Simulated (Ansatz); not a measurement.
**How an unstable LiF structure lowers its energy**

These are results of Ansatz 0.2.0, DFT PBE, scalar-relativistic, plane waves, PAW, not measurements. Settings: cutoff 420 eV, Γ-centred meshes no coarser than 0.19 Å⁻¹ for metals and 0.3 Å⁻¹ for insulators (2π included), Gaussian smearing.

The start was the CoSn type (P6/mmm, No. 191), relaxed within its symmetry. A cell of 6 atoms (1 times the primitive one) was then disturbed at random, relaxed without symmetry and relaxed once more on a fine mesh.

Before:

```
Li F
1.0
     4.80478    0.00000    0.00000
    -2.40239    4.16106    0.00000
     0.00000    0.00000    2.74698
Li F
3 3
Direct
  0.50000 0.00000 0.00000
  0.50000 0.50000 0.00000
  0.00000 0.50000 0.00000
  0.00000 0.00000 0.00000
  0.33333 0.66667 0.50000
  0.66667 0.33333 0.50000
```

After:

Space group Fm-3m (No. 225). a = 4.067 Å, b = 4.067 Å, c = 4.067 Å, α = 90.00°, β = 90.00°, γ = 90.00°
```json
{"atom": "Li", "site": "4b", "symmetry": "m-3m", "x": "0.5000", "y": "0.0000", "z": "0.0000"}
{"atom": "F", "site": "4a", "symmetry": "m-3m", "x": "0.0000", "y": "0.0000", "z": "0.0000"}
```

Is this a distortion of the same structure or a reconstruction, and what lowers the energy?

A reconstruction, from P6/mmm (No. 191) to Fm-3m (No. 225). Each Li has on average 12 Li contacts in place of 6, longer on average (2.52 → 2.88 Å). The result is the rock salt structure.

What does it gain?

249 meV/atom, with the volume going from 9.15 to 8.41 Å³/atom. Against the elements the energy goes from -2.70 to -2.95 eV/atom.